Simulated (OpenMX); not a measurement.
Wanted: the native input for an OpenMX 3.8.5 run.

```yaml
Task: single point
Functional: PBE
Potentials_or_basis: OpenMX 2013 PBE set, Cu6.0H-s3p2d2, O6.0-s2p2d1, grid cutoff 500 Ry
k_mesh: 7 × 7 × 5
Occupations: fermi-dirac, width 0.05 eV
Spin: no spin polarisation
Mixing_scheme: rmm-diisk
SCF_threshold: 1e-08 Ha
Solver: band
Max_SCF_cycles: 100
```

Crystal: CuO (Tenorite).

```
Cu O
1.0
     2.31020   -1.68817    0.00000
     2.31020    1.68817    0.00000
    -0.83854    0.00000    4.98951
Cu O
2 2
Direct
  0.50000 0.00000 0.50000
  0.00000 0.50000 0.00000
  0.41840 0.58160 0.75000
  0.58160 0.41840 0.25000
```

One way to write it, as run:

CuO.dat

```
System.CurrrentDirectory             ./
System.Name                          CuO
DATA.PATH                            ./DFT_DATA13
level.of.stdout                      1
level.of.fileout                     0
Species.Number                       2
<Definition.of.Atomic.Species
  Cu  Cu6.0H-s3p2d2          Cu_PBE13H
  O   O6.0-s2p2d1            O_PBE13
Definition.of.Atomic.Species>

Atoms.Number                         4
Atoms.SpeciesAndCoordinates.Unit     FRAC
<Atoms.SpeciesAndCoordinates
    1  Cu    0.5000000000    0.0000000000    0.5000000000   9.500  9.500
    2  Cu    0.0000000000    0.5000000000    0.0000000000   9.500  9.500
    3  O     0.4184000000    0.5816000000    0.7500000000   3.000  3.000
    4  O     0.5816000000    0.4184000000    0.2500000000   3.000  3.000
Atoms.SpeciesAndCoordinates>

Atoms.UnitVectors.Unit               Ang
<Atoms.UnitVectors
     2.3101994985   -1.6881714891    0.0000000000
     2.3101994985    1.6881714891    0.0000000000
    -0.8385391614    0.0000000000    4.9895114286
Atoms.UnitVectors>

scf.XcType                           GGA-PBE
scf.SpinPolarization                 off
scf.ElectronicTemperature            580.226
scf.energycutoff                     500.0
scf.maxIter                          100
scf.EigenvalueSolver                 band
scf.Kgrid                            7 7 5
scf.Mixing.Type                      rmm-diisk
scf.Init.Mixing.Weight               0.05
scf.Min.Mixing.Weight                0.001
scf.Max.Mixing.Weight                0.3
scf.Mixing.History                   25
scf.Mixing.StartPulay                8
scf.criterion                        1.0e-8
scf.stress.tensor                    on
MD.Type                              nomd
```

Potentials or basis: OpenMX 2013 PBE set, Cu6.0H-s3p2d2, O6.0-s2p2d1, grid cutoff 500 Ry.

Run with:

```sh
$ openmx CuO.dat -nt 1 > CuO.std
```

Results of the run:

```json
{"Pressure": "17.4 GPa", "Largest force": "0.025 eV/Å", "Band gap on the k mesh": "none (metal or under the smearing width)", "Mulliken charges": "Cu +0.38; O -0.38 e"}
```

Caveat: Mulliken charges move with the basis; the basis of atomic orbitals isn't converged, which shifts pressures, moduli and gaps; the run has no spin polarisation, though such a crystal can be magnetic; semilocal functionals often make such compounds metallic where correlation or magnetic order opens a gap, which also shifts bond lengths.

It took 2.7 min on 1 thread of Arm Neoverse V1 (shared host), peak memory 0.94 GiB.
